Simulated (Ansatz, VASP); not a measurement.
## Two plane-wave programs on Sn

```
Sn
1.0
    -2.99780    2.99780    1.63067
     2.99780   -2.99780    1.63067
     2.99780    2.99780   -1.63067
Sn
2
Cartesian
  0.0000 0.0000 0.0000
  0.0000 2.9978 0.8153
```

Change from the starting cell: volume scaled by 1.06.

Alike in both runs: task single point; functional PBEsol; k mesh 9 × 9 × 9; occupations fermi-dirac, width 0.05 eV; no spin polarisation.

|  | VASP | Ansatz |
| --- | --- | --- |
| version | VASP 6.6.1 | Ansatz 0.2.0 |
| potentials or method | VASP PAW PBE potentials, release 64 (Sn_d) | Ansatz PAW |
| plane-wave cutoff (eV) | 520 | 420 |
| valence electrons in the cell | 28 | 28 |

Ansatz gave:

- gap on the k mesh at the Fermi level (eV): none
- pressure (GPa): -3.9
- largest component of the traceless stress (GPa): 0.13

Question: What did VASP give for the same quantities?

Answer: gap on the k mesh at the Fermi level (eV): none; pressure (GPa): -4.0; largest component of the traceless stress (GPa): 0.13.

A gap of «none» marks a metal or a gap that the smearing closes. The functional is the same, so the differences come from potentials, cutoffs and numerics.

Caveats: the PAW data sets were made with another functional, which shifts forces and pressure a little (VASP); the PAW data sets come from PBE, with cores solved anew for the run's functional, which leaves a small shift of forces and pressure (Ansatz).
